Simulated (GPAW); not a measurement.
# ZnS (F-43m) in GPAW: further runs, part 2 of 2

GPAW 26.7.0. The steps go on from the part before.

### Step 3. Band structure, r2SCAN

File run.py:

```python
from ase.dft.bandgap import bandgap
from ase.io import read, write
from ase.units import GPa
from gpaw import GPAW, PW

atoms = read('POSCAR')

calc = GPAW(mode=PW(600),
            xc='MGGA_X_R2SCAN+MGGA_C_R2SCAN',
            kpts={'size': (9, 9, 9), 'gamma': True},
            occupations={'name': 'fermi-dirac', 'width': 0.05},
            nbands=18,
            convergence={'density': 1e-05, 'energy': 1e-05},
            maxiter=150,
            txt='gpaw.txt')
atoms.calc = calc
energy = atoms.get_potential_energy()
forces = atoms.get_forces()
stress = atoms.get_stress()
calc.write('gs.gpw')
write('result.traj', atoms)
print(f'Energy: {energy:.6f} eV')
print('Forces (eV/A):')
print(forces.round(4))
print('Stress (GPa):', (stress / GPa).round(3))
print('Fermi level:', round(calc.get_fermi_level(), 4), 'eV')
print(f'Gap: {bandgap(calc)[0]:.4f} eV, direct: {bandgap(calc, direct=True)[0]:.4f} eV')

path = atoms.cell.bandpath('GXWKGLUWLK,UX', npoints=80, eps=1e-4)
bs_calc = calc.fixed_density(kpts=path, symmetry='off', nbands=28,
                             convergence={'bands': 'CBM+6.0', 'eigenstates': 1e-6}, txt='bands.txt')
bs = bs_calc.band_structure()
bs.write('bs.json')
print(f'Gap on the path: {bandgap(bs_calc)[0]:.4f} eV')
```

File POSCAR:

```
ZnS
1.0
    0.0000000000      2.7020000000      2.7020000000
    2.7020000000      0.0000000000      2.7020000000
    2.7020000000      2.7020000000      0.0000000000
Zn S
1 1
Direct
    0.7500000000      0.7500000000      0.7500000000
    0.0000000000      0.0000000000      0.0000000000
```

Potentials or basis: GPAW PAW data sets (gpaw-data 1.2.1), pw.

The run is started by

```
> OMP_NUM_THREADS=1 python run.py
```

gpaw.txt:

```text
__  _  _
 | _ |_)|_||  |
 |__||  | ||/\| - 26.7.0

Input parameters:
  mode=PW(ecut=600.0),
  convergence={'density': 1e-05, 'energy': 1e-05},
  kpts=MonkhorstPack(size=(9, 9, 9), gamma=True),
  maxiter=150,
  nbands=18,
  occupations=Occupations(name='fermi-dirac', width=0.05),
  xc=XC(name='MGGA_X_R2SCAN+MGGA_C_R2SCAN')

Diagonalizing LCAO Hamiltonian
Converting LCAO to pw mode

                    Zn

       S

Atoms  # Å, Bohr magnetons
|   | symbol |        x |        y |        z |    initial magnetic moments |
|---|--------|----------|----------|----------|-----------------------------|
| 0 |     Zn | 4.053000 | 4.053000 | 4.053000 | ( 0.0000,  0.0000,  0.0000) |
| 1 |      S | 0.000000 | 0.000000 | 0.000000 | ( 0.0000,  0.0000,  0.0000) |

Unit cell  # Å
| periodic |        x |        y |        z |  lengths |    angles |
|----------|----------|----------|----------|----------|-----------|
|      yes | 0.000000 | 2.702000 | 2.702000 | 3.821205 | 60.000000 |
|      yes | 2.702000 | 0.000000 | 2.702000 | 3.821205 | 60.000000 |
|      yes | 2.702000 | 2.702000 | 0.000000 | 3.821205 | 60.000000 |

Number of symmetries: 24
Symmetry operations  # r_c * U_cc + t_c -> r_c
|    | kind |            matrix            |
|----|------|------------------------------|
|  0 |  E   |  1, 0, 0,  0, 1, 0,  0, 0, 1 |
|  1 |  σ   |  1, 0, 0,  0, 0, 1,  0, 1, 0 |
|  2 |  σ   |  1, 0,-1,  0, 1,-1,  0, 0,-1 |
|  3 |  C3  |  1, 0,-1,  0, 0,-1,  0, 1,-1 |
|  4 |  C3  |  1,-1, 0,  0,-1, 1,  0,-1, 0 |
|  5 |  σ   |  1,-1, 0,  0,-1, 0,  0,-1, 1 |
|  6 |  σ   |  0, 1, 0,  1, 0, 0,  0, 0, 1 |
|  7 |  C3  |  0, 1, 0,  0, 0, 1,  1, 0, 0 |
|  8 |  C2  |  0, 1,-1,  1, 0,-1,  0, 0,-1 |
|  9 |  S4  |  0, 1,-1,  0, 0,-1,  1, 0,-1 |
| 10 |  C3  |  0, 0, 1,  1, 0, 0,  0, 1, 0 |
| 11 |  σ   |  0, 0, 1,  0, 1, 0,  1, 0, 0 |
| 12 |  S4  |  0, 0,-1,  1, 0,-1,  0, 1,-1 |
| 13 |  C3  |  0, 0,-1,  0, 1,-1,  1, 0,-1 |
| 14 |  S4  |  0,-1, 1,  1,-1, 0,  0,-1, 0 |
| 15 |  C2  |  0,-1, 1,  0,-1, 0,  1,-1, 0 |
| 16 |  C3  |  0,-1, 0,  1,-1, 0,  0,-1, 1 |
| 17 |  S4  |  0,-1, 0,  0,-1, 1,  1,-1, 0 |
| 18 |  S4  | -1, 1, 0, -1, 0, 1, -1, 0, 0 |
| 19 |  C3  | -1, 1, 0, -1, 0, 0, -1, 0, 1 |
| 20 |  C3  | -1, 0, 1, -1, 1, 0, -1, 0, 0 |
| 21 |  S4  | -1, 0, 1, -1, 0, 0, -1, 1, 0 |
| 22 |  σ   | -1, 0, 0, -1, 1, 0, -1, 0, 1 |
| 23 |  C2  | -1, 0, 0, -1, 0, 1, -1, 1, 0 |

BZ-sampling:
  Number of BZ points: 729
  Number of IBZ points: 35

  Monkhorst-Pack size: [9, 9, 9]
  Monkhorst-Pack shift: [0, 0, 0]

K-points  # in reciprocal-cell coordinates
|     |                                coordinates |     weight |
|-----|--------------------------------------------|------------|
|   0 | (  0.00000000,   0.00000000,   0.00000000) | 0.00137174 |
|   1 | (  0.11111111,   0.11111111,   0.00000000) | 0.00823045 |
|   2 | (  0.11111111,   0.11111111,   0.11111111) | 0.01097394 |
|   3 | (  0.22222222,   0.11111111,   0.11111111) | 0.01646091 |
|   4 | (  0.22222222,   0.22222222,   0.00000000) | 0.00823045 |
|   5 | (  0.22222222,   0.22222222,   0.11111111) | 0.03292181 |
|   6 | (  0.22222222,   0.22222222,   0.22222222) | 0.01097394 |
|   7 | (  0.33333333,   0.22222222,   0.11111111) | 0.03292181 |
|   8 | (  0.33333333,   0.22222222,   0.22222222) | 0.03292181 |
|   9 | (  0.33333333,   0.33333333,  -0.33333333) | 0.01646091 |
| ... |                                            |            |
|  34 | (  0.44444444,   0.44444444,   0.44444444) | 0.01097394 |

Plane wave coefficients: 1363
Cutoff: 600.0 eV

Spin-components: 1 (collinear spins)
Bands:           18
Projectors:      11
Spin-degeneracy: 2
Datatype:        complex128

Parallelization:
  kpt:    1
  domain: 1
  band:   1

Density:
  Valence electrons: 18.0
  Components: 1
  Grid points: [24 24 24]
  Charge: 0.0  # |e|

Potential:
  Grid points: [24 24 24]

species:
  Zn:
    name:    Zinc
    Z:       30.0
    valence: 12
    core:    18
    charge:  0.0  # [|e|]
    compensation charges:
      type: gauss
      rc: 0.37  # [Å]
      lmax: 2
    cutoffs:
      filter: 2.14  # [Å]
      core: 2.28  # [Å]
    projectors
    | kind |    occ | energy [eV] | rcut [Å] |
    |------|--------|-------------|----------|
    |   4s |  2.000 |      -5.977 |    1.286 |
    |   4p |  0.000 |      -1.117 |    1.270 |
    |   3d | 10.000 |     -10.142 |    1.180 |
    |    s |        |      21.234 |    1.286 |
    |    p |        |      26.095 |    1.270 |
    |    d |        |      17.070 |    1.180 |

    Using partial waves for Zn as LCAO basis

  S:
    name:    Sulfur
    Z:       16.0
    valence: 6
    core:    10
    charge:  0.0  # [|e|]
    compensation charges:
      type: gauss
      rc: 0.24  # [Å]
      lmax: 2
    cutoffs:
      filter: 1.77  # [Å]
      core: 1.66  # [Å]
    projectors
    | kind |    occ | energy [eV] | rcut [Å] |
    |------|--------|-------------|----------|
    |   3s |  2.000 |     -17.254 |    0.974 |
    |   3p |  4.000 |      -7.008 |    0.979 |
    |    s |        |       9.957 |    0.974 |
    |    p |        |      20.203 |    0.979 |
    |    d |        |       0.000 |    0.900 |

    Using partial waves for S as LCAO basis

Reference energy: -59718.946550  # eV

eigensolver:
  PPCG
  Converge bands: occupied
  niter=2

density mixing:
  MSR1-Mixer
  Pratt-step length: 0.05
  Maximum mixing coefficient: 0.75
  Old densities: 10
  SVD Regularization: 0.005
  Good broyden scale: 1.0
  Trust region scale: 1.0
  Backstep threshold: 4.0
  History deletion threshold: 6.0
  Fourier metric: weight=20.0, sigma=0.015

occupation numbers:
  Fermi-Dirac:
    width: 0.0500  # eV

poisson solver:
  ecut: 4800.0  # eV

xc functional:
  name: MGGA_X_R2SCAN+MGGA_C_R2SCAN with 2 nearest neighbor stencil

convergence criteria:
- Maximum integral of absolute [dens]ity change: 1e-05 electrons / valence electron
- Maximum [total energy] change in last 3 cyles: 1e-05 eV / valence electron
- Maximum integral of absolute [eigenst]ate change: 4e-08 eV^2 / valence electron
maximum number of iterations: 150

SCF iterations
|iter     | |      energy | eigst |  dens |
|---------|-|-------------|-------|-------|
|iter:   1| |  -20.043742 | -0.10 |       |
|iter:   2| |  -17.777088 | -1.00 | -1.25 |
|iter:   3| |-5239062.704102 | +6.07 | -1.22 |
|iter:   4| |   -9.470707 | +2.10 | +2.19 |
|iter:   5| |  -17.728729 | +0.60 | -0.58 |
|iter:   6| |  -17.695473 | -1.12 | -1.73 |
|iter:   7| |  -17.688404 | -2.84 | -1.92 |
|iter:   8| |  -17.686910 | -3.74 | -2.37 |
|iter:   9| |  -17.686906 | -4.58 | -2.79 |
|iter:  10| |  -17.686889c| -4.85 | -3.20 |
|iter:  11| |  -17.686886c| -7.00 | -3.74 |
|iter:  12| |  -17.686885c| -7.57c| -4.12 |
|iter:  13| |  -17.686886c| -8.74c| -5.04c|

Converged in 13 steps
Energy contributions relative to reference atoms: (reference = -59718.946550)

Energy contributions:
  Kinetic:          19.325562
  Coulomb:         -16.449627
  Zero:             -0.095823
  External:          0.000000
  Xc:              -20.466998
  Entropy:          -0.000000
  Spinorbit:         0.000000
  ----------------------------
  Free energy:     -17.686886
  Extrapolated:    -17.686886

dipole moment: (-14.565695, -14.565695, -14.565695)  # |e|*Ang

Fermi level: 5.282
Eigenvalues  # (at kpt = [0.000, 0.000, 0.000])
| band index |      eig [eV] | occ [0-2] |
|------------|---------------|-----------|
|          0 |       -10.208 |     2.000 |
|          1 |        -2.982 |     2.000 |
|          2 |        -2.982 |     2.000 |
|          3 |        -2.982 |     2.000 |
|          4 |        -2.430 |     2.000 |
|          5 |        -2.430 |     2.000 |
[... 10 lines left out ...]
|         16 |        18.751 |     0.000 |
|         17 |        18.751 |     0.000 |

Gap: 2.667 eV
Transition (v -> c):
  (s=0, k=0, n=8, [0.00, 0.00, 0.00]) -> (s=0, k=0, n=9, [0.00, 0.00, 0.00])
No difference between direct/indirect transitions

Forces  # eV/Ang
|        x |       y |       z |
|----------|---------|---------|
| -0.00000 | 0.00000 | 0.00000 |  # Zn   0
|  0.00000 | 0.00000 | 0.00000 |  # S    1

Stress tensor  # eV/Ang^3
|        x |        y |        z |
|----------|----------|----------|
| 0.006937 | 0.000000 | 0.000000 |
| 0.000000 | 0.006937 | 0.000000 |
| 0.000000 | 0.000000 | 0.006937 |

# Writing to gs.gpw (mode='')
```

Run time: 2.4 min. Hardware: 1 thread of Arm Neoverse V2, shared host; peak memory 0.34 GiB.

What came out:

```yaml
Free_energy: -17.6869 eV
Pressure: -1.1 GPa
Band_gap_on_the_k_mesh: 2.67 eV, direct
Band_gap_along_the_path: 2.67 eV, direct
```

Levels at the corners of the path, in eV from the valence-band top:
```
point  band 7  band 8  band 9  band 10  band 11  band 12
    Γ    0.00    0.00    0.00     2.67     6.86     6.86
    X   -4.61   -2.29   -2.29     3.72     4.47    11.75
    W   -4.65   -2.82   -2.79     6.04     6.59     8.45
    K   -4.68   -3.19   -1.86     4.50     6.42     9.93
    Γ    0.00    0.00    0.00     2.67     6.86     6.86
    L   -5.41   -0.89   -0.89     3.81     7.36     7.36
    U   -4.68   -3.19   -1.86     4.50     6.42     9.93
    W   -4.65   -2.82   -2.79     6.04     6.59     8.45
    L   -5.41   -0.89   -0.89     3.81     7.36     7.36
    K   -4.68   -3.19   -1.86     4.50     6.42     9.93
    U   -4.68   -3.19   -1.86     4.50     6.42     9.93
    X   -4.61   -2.29   -2.29     3.72     4.47    11.75
```

Caveat: the PAW data sets were made with another functional, which shifts forces and pressure a little.

### Step 4. Band structure, PBEsol

run.py, as its differences from that of step 3:

```diff
@@ -3,3 +3,5 @@
 from ase.units import GPa
-from gpaw import GPAW, PW
+from gpaw import GPAW, PW, setup_paths
+
+setup_paths.insert(0, '.')
 
@@ -8,5 +10,5 @@
 calc = GPAW(mode=PW(600),
-            xc='MGGA_X_R2SCAN+MGGA_C_R2SCAN',
+            xc='PBEsol',
             kpts={'size': (9, 9, 9), 'gamma': True},
-            occupations={'name': 'fermi-dirac', 'width': 0.05},
+            occupations={'name': 'methfessel-paxton', 'order': 0, 'width': 0.01},
             nbands=18,
@@ -28,3 +30,3 @@
 
-path = atoms.cell.bandpath('GXWKGLUWLK,UX', npoints=80, eps=1e-4)
+path = atoms.cell.bandpath('GXWKGLUWLK,UX', npoints=60, eps=1e-4)
 bs_calc = calc.fixed_density(kpts=path, symmetry='off', nbands=28,
```

POSCAR is that of step 3.

Potentials or basis: PAW data sets generated in the run's folder for this functional, pw.

The run is started by

```
> gpaw-setup -f PBEsol S Zn
> OMP_NUM_THREADS=1 python run.py
```

Wall time 36 s (1 thread of Arm Neoverse V2, shared host); peak memory 0.23 GiB.

It converged, with:

```yaml
Free_energy: -7.6554 eV
Pressure: -2.0 GPa
Band_gap_on_the_k_mesh: 1.97 eV, direct
Band_gap_along_the_path: 1.97 eV, direct
```

Levels at the corners of the path, in eV from the valence-band top:
| point | band 5 | band 6 | band 7 | band 8 | band 9 | band 10 | band 11 | band 12 | band 13 |
| --- | --- | --- | --- | --- | --- | --- | --- | --- | --- |
| Γ | -5.86 | -5.86 | 0.00 | 0.00 | 0.00 | 1.97 | 6.27 | 6.27 | 6.27 |
| X | -5.79 | -5.65 | -4.60 | -2.25 | -2.25 | 3.23 | 3.96 | 10.81 | 11.84 |
| W | -5.90 | -5.46 | -4.63 | -2.80 | -2.76 | 5.55 | 5.98 | 7.72 | 8.04 |
| K | -5.83 | -5.51 | -4.66 | -3.16 | -1.83 | 3.98 | 5.86 | 9.21 | 9.65 |
| Γ | -5.86 | -5.86 | 0.00 | 0.00 | 0.00 | 1.97 | 6.27 | 6.27 | 6.27 |
| L | -5.83 | -5.66 | -5.35 | -0.87 | -0.87 | 3.19 | 6.79 | 6.79 | 8.69 |
| U | -5.83 | -5.51 | -4.66 | -3.16 | -1.83 | 3.98 | 5.86 | 9.21 | 9.65 |
| W | -5.90 | -5.46 | -4.63 | -2.80 | -2.76 | 5.55 | 5.98 | 7.72 | 8.04 |
| L | -5.83 | -5.66 | -5.35 | -0.87 | -0.87 | 3.19 | 6.79 | 6.79 | 8.69 |
| K | -5.83 | -5.51 | -4.66 | -3.16 | -1.83 | 3.98 | 5.86 | 9.21 | 9.65 |
| U | -5.83 | -5.51 | -4.66 | -3.16 | -1.83 | 3.98 | 5.86 | 9.21 | 9.65 |
| X | -5.79 | -5.65 | -4.60 | -2.25 | -2.25 | 3.23 | 3.96 | 10.81 | 11.84 |

### Step 5. Summary

| task | level | potentials or basis | k mesh | smearing | band path | band points | gap on the mesh (eV) | pressure (GPa) |
| --- | --- | --- | --- | --- | --- | --- | --- | --- |
| equation of state | mBEEF | GPAW PAW data sets (gpaw-data 1.2.1), pw | 7 × 7 × 7 | fermi-dirac 0.05 eV | - | - | - | - |
| band structure | r2SCAN | GPAW PAW data sets (gpaw-data 1.2.1), pw | 9 × 9 × 9 | fermi-dirac 0.05 eV | GXWKGLUWLK,UX | 80 | 2.67 | -1.1 |
| band structure | PBEsol | PAW data sets generated in the run's folder for this functional, pw | 9 × 9 × 9 | gaussian 0.01 eV | GXWKGLUWLK,UX | 60 | 1.97 | -2.0 |

Alike in all rows: no spin polarisation; cell as given; cutoff (eV) 600.

Caveats: the PAW data sets were made with another functional, which shifts forces and pressure a little (some runs); the points scatter about the fit (some runs).

Absolute energies hang on the potentials; compare differences alone.

### Step 6. Comparison with measurements

Step 3. A measured gap of ZnS is 3.85 eV (direct; 19 K; quoted in “Electronic, vibrational, and thermodynamic properties of ZnS (zincblende and rocksalt structure)”, 2009, arxiv:0911.5022); the calculated 2.67 eV misses it by -1.18 eV. The value is that of r2SCAN, without temperature or zero-point motion.

Step 4. Measured gap of ZnS: 3.85 eV (direct; 19 K; quoted in “Electronic, vibrational, and thermodynamic properties of ZnS (zincblende and rocksalt structure)”, 2009, arxiv:0911.5022). This calculation gives 1.97 eV (-1.88 eV). The value is that of PBEsol, without temperature or zero-point motion. Semilocal functionals fall short of measured gaps as a rule.
